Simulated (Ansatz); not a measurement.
# BAs: stress in a strained cell

BAs is deformed so: x and y strained by +2 %, z held. What stress and forces result, by LAPW, PAW and all-electron datasets made for the crystal?

Method: DFT PBE, scalar-relativistic, in Ansatz 0.2.0.

2 further runs of the same task are left out: 2 that didn't finish. Runs told in other sessions of the task aren't counted.

### 1 Starting point

The structure is cubic, space group F-43m (No. 216). The conventional cell has a = 4.777 Å, b = 4.777 Å, c = 4.777 Å, α = 90.00°, β = 90.00°, γ = 90.00°. B (site symmetry -43m) is surrounded by 4 As at 2.07 Å. As (site symmetry -43m) has 4 B at 2.07 Å in its first shell of neighbours.

Coordinates:

```
CELL_PARAMETERS angstrom
0.00000 2.38850 2.38850
2.38850 0.00000 2.38850
2.38850 2.38850 0.00000
ATOMIC_POSITIONS crystal
B 0.00000 0.00000 0.00000
As 0.75000 0.75000 0.75000
```

Atoms are numbered in the order of the input: B1, As2.

### 2 After the deformation

Space group F-43m before, I-4m2 after.

### 3 All-electron LAPW

Input file input.yaml:

```yaml
crystal:
  lattice:
    - [0.0, 2.43627, 2.3885]
    - [2.43627, 0.0, 2.3885]
    - [2.43627, 2.43627, 0.0]
  atoms:
    - { symbol: B, position: [0.0, 0.0, 0.0] }
    - { symbol: As, position: [0.75, 0.75, 0.75] }
kpoints:
  mp_grid: { grid: [15, 15, 15] }
scf:
  occupations: { method: fermi_dirac, width: 0.03 }
hamiltonian:
  xc: pbe
  pseudopotentials: { kind: all_electron, lapw: { basis_error: 0.00025 } }
output:
  forces: true
  stress: true
  eigenvalues: true
```

The run is started by

```bash
> ansatz run input.yaml --threads 1 --pin off --max-ram 2048MiB --backend cpu --events-out ev --progress --plain --runs-dir out
```

### 4 Frozen-core PAW

input.yaml, as its differences from that of step 3:

```diff
@@ -14,3 +14,3 @@
   xc: pbe
-  pseudopotentials: { kind: all_electron, lapw: { basis_error: 0.00025 } }
+  pseudopotentials: { kind: paw }
 output:
@@ -19 +19,2 @@
   eigenvalues: true
+  efg: { contact_densities: true }
```

### 5 Datasets made for this crystal

input.yaml, as its differences from that of step 4:

```diff
@@ -14,3 +14,3 @@
   xc: pbe
-  pseudopotentials: { kind: paw }
+  pseudopotentials: { kind: all_electron, datasets: crystal }
 output:
```

(Steps that only read results are left out.)

Before running it: what results should come out? Wanted: pressure; largest shear or deviatoric stress.

**Answer**, as computed:

| quantity | value |
| --- | --- |
| pressure | LAPW -2.48, PAW -2.45, crystal datasets -2.48 GPa |
| largest shear or deviatoric stress (LAPW) | 2.56 GPa |

What this shows: The largest part of the stress beyond the pressure is 2.56 GPa in size, in the zz component; the atoms are carried along and not relaxed. No run of the undeformed cell stands beside it, so pressure and stress hold what the given cell had before the change, as far as its symmetry allows. PAW: stress within 0.04 GPa of LAPW. Crystal datasets: stress within 0.01 GPa of LAPW.
